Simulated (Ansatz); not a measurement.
The elements of this relaxed trial crystal are hidden behind letters.

```
lattice vectors (Å)
   2.6597    0.0000    0.0000
   0.0000    2.6597    0.0000
   0.0000    0.0000    2.6597
fractional positions
X 0.0000 0.0000 0.0000
Z 0.5000 0.5000 0.5000
```

The calculation used DFT PBE, scalar-relativistic, plane waves, PAW in Ansatz. Cutoff 420 eV, Γ-centred 10×10×10 mesh (2-atom cell), Gaussian smearing of 0.02 eV, no spin polarisation.

| Item | Value |
| --- | --- |
| Space group | Pm-3m (No. 221) |
| Conventional cell | a = 2.660 Å |
| Volume per atom | 9.41 Å³ |
| Density | 3.56 g/cm³ |
| Energy over the elements | −1.933 eV/atom |
| Gap on the 10×10×10 mesh of the 2-atom cell | 2.27 eV |

Energies are uncorrected and count from the elements' standard states at the same level.

**Question.** X is an s-block element of period 3 and Z is a p-block element of period 2. Which elements are they?

**Answer.** X = Mg, Z = O, so the formula is MgO, here in the caesium chloride type. Density times volume gives a mean mass of 3.56 × 9.41/1.6605 = 20.2 u per atom, and this set has 20.2 u. Among the elements that the hints allow, noble gases aside, only these give it. Mg is surrounded by 8 O at 2.30 Å and 6 Mg at 2.66 Å; O has 8 Mg at 2.30 Å and 6 O at 2.66 Å.

Kohn–Sham gaps at this level usually fall short of measured ones. A later test with randomly moved atoms led to a structure 602 meV/atom lower, so this end is a saddle point or a shallow minimum.
